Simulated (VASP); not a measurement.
CdSe in VASP: convergence with k mesh

Input of the first run (k mesh 2 × 2 × 2); the others differ in this setting and in those tied to it:

Contents of INCAR:

```
SYSTEM = CdSe
ALGO = Normal ; EDIFF = 1E-7
ENCUT = 500 ; GGA = PE
ISIF = 2 ; ISMEAR = 0
LASPH = .True. ; LCHARG = .False.
LREAL = .False. ; LWAVE = .False.
NBANDS = 16 ; NELM = 80
PREC = Accurate ; SIGMA = 0.02
```

The input KPOINTS:

```
k-points
0
Gamma
  2 2 2
  0 0 0
```

Contents of POSCAR:

```
CdSe
1.0
    0.0000000000      3.0702711986      3.0702711986
    3.0702711986      0.0000000000      3.0702711986
    3.0702711986      3.0702711986      0.0000000000
Cd Se
1 1
Direct
    0.0000000000      0.0000000000      0.0000000000
    0.2500000000      0.2500000000      0.2500000000
```

Potentials or basis: VASP PAW PBE potentials, release 64 (Cd, Se).

Run with:

```console
$ cat potpaw_PBE.64/Cd/POTCAR potpaw_PBE.64/Se/POTCAR > POTCAR
$ mpirun -np 1 vasp_std > vasp.out
```

Measurements of this composition are mostly on another form, of space group No. 186.

Hardware: 1 thread of AMD EPYC 7571 (shared host).

Question: The values tried are 2 × 2 × 2, 3 × 3 × 3, 4 × 4 × 4, 6 × 6 × 6, 7 × 7 × 7, 9 × 9 × 9, 10 × 10 × 10, 12 × 12 × 12, loosest first. From which on does the energy stay within 1 meV/atom of the tightest run that finished?

Answer: From 7 × 7 × 7 on.

| k mesh | energy less the tightest run, at zero smearing (meV/atom) | pressure (GPa) | gap on the mesh (eV) | SCF cycles | CPU time (s) | peak memory (GiB) |
| --- | --- | --- | --- | --- | --- | --- |
| 2 × 2 × 2 | 552.29 | 5.04 | 0.375 | 14 | 9.5 | 0.14 |
| 3 × 3 × 3 | 100.81 | 2.33 | 0.502 | 14 | 11 | 0.14 |
| 4 × 4 × 4 | 23.90 | 1.74 | 0.535 | 14 | 16 | 0.14 |
| 6 × 6 × 6 | 2.33 | 1.57 | 0.548 | 14 | 26 | 0.15 |
| 7 × 7 × 7 | 0.90 | 1.56 | 0.549 | 14 | 30 | 0.15 |
| 9 × 9 × 9 | 0.16 | 1.56 | 0.550 | 14 | 47 | 0.16 |
| 10 × 10 × 10 | 0.07 | 1.56 | 0.550 | 14 | 62 | 0.17 |
| 12 × 12 × 12 | 0.00 | 1.56 | 0.550 | 14 | 95 | 0.18 |

Against the tightest run, the pressure stays within 0.1 GPa from 6 × 6 × 6 on; the gap on the mesh stays within 0.01 eV from 6 × 6 × 6 on. Meshes of other sizes hit other points, so gaps and Fermi surfaces needn't settle smoothly. The tightest run that finished is the yardstick and may itself not be fully converged.
